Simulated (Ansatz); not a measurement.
## Relaxing Ir

Theory: DFT PBE, scalar-relativistic, plane waves, PAW in Ansatz 0.2.0. Run with 420 eV cutoff, 8×9×9 k-mesh, Gaussian smearing of 0.10 eV, no spin polarisation.

What was changed: 6 of 6 Rh sites taken by Ir, cell and atoms relaxed.

Spin–orbit coupling is left out, which can shift energies with elements as heavy as these.

Command:

```bash
ansatz run input.yaml --threads 1 --pin off --max-ram 2560MiB --backend cpu --events-out ev --progress --plain --runs-dir out
```

Input:

```yaml
crystal:
  lattice:
    - [0.0, 0.0, -4.4532263859]
    - [-4.1221438018, -2.3799208336, 0.0]
    - [1.0e-10, 4.7598416672, 0.0]
  atoms:
    - { symbol: Ir, position: [0.25, 0.3333333333, 0.3333333333] }
    - { symbol: Ir, position: [0.25, 0.6666666667, 1.0] }
    - { symbol: Ir, position: [0.25, 1.0, 0.6666666667] }
    - { symbol: Ir, position: [0.75, 0.6666666667, 0.6666666667] }
    - { symbol: Ir, position: [0.75, 1.0, 0.3333333333] }
    - { symbol: Ir, position: [0.75, 0.3333333333, 1.0] }
basis:
  ecutwfc: 420
kpoints:
  mp_grid: { grid: [8, 9, 9] }
hamiltonian:
  xc: pbe
scf:
  occupations: { method: gaussian, width: 0.1 }
output:
  forces: true
  stress: true
  eigenvalues: true
relax:
  adjacent_minimum: "off"
  f_tol: 0.015
  max_steps: 60
  cell: { stress_tol: 0.15 }
```

F is the free energy. Steps run on the plane waves of an earlier cell, but the last one, and at times one on the way, on a freshly chosen basis, so a repeated geometry can differ a little in energy.

Steps:

```csv
step,F − F(1) (eV),largest force component (eV/Å),V (Å³/atom),P (GPa)
1,0.0000,0.000,14.563,0.06
2,0.0000,0.000,14.571,-0.14
3,0.0000,0.000,14.564,0.02
4,0.0000,0.000,14.564,0.02
```

Relaxed structure:

```xyz
6
Lattice="0.0000 0.0000 -4.4560 -4.1211 -2.3793 0.0000 0.0000 4.7587 0.0000" Properties=species:S:1:pos:R:3 pbc="T T T"
Ir   -1.3737    0.7931   -1.1140
Ir   -2.7474    3.1724   -1.1140
Ir   -4.1211    0.7931   -1.1140
Ir   -2.7474    1.5862   -3.3420
Ir   -4.1211   -0.7931   -3.3420
Ir   -1.3737    3.9656   -3.3420
```

It takes space group P6_3/mmc (No. 194, hexagonal). The conventional cell has a = 2.747 Å, b = 2.747 Å, c = 4.456 Å, α = 90.00°, β = 90.00°, γ = 120.00°. Ir (site symmetry -6m2) is surrounded by 12 Ir at 2.73 to 2.75 Å.

The run converged. The run took 51 s on 1 thread of Intel(R) Xeon(R) Platinum 8488C (Sapphire Rapids) (shared host), peak memory 0.57 GiB.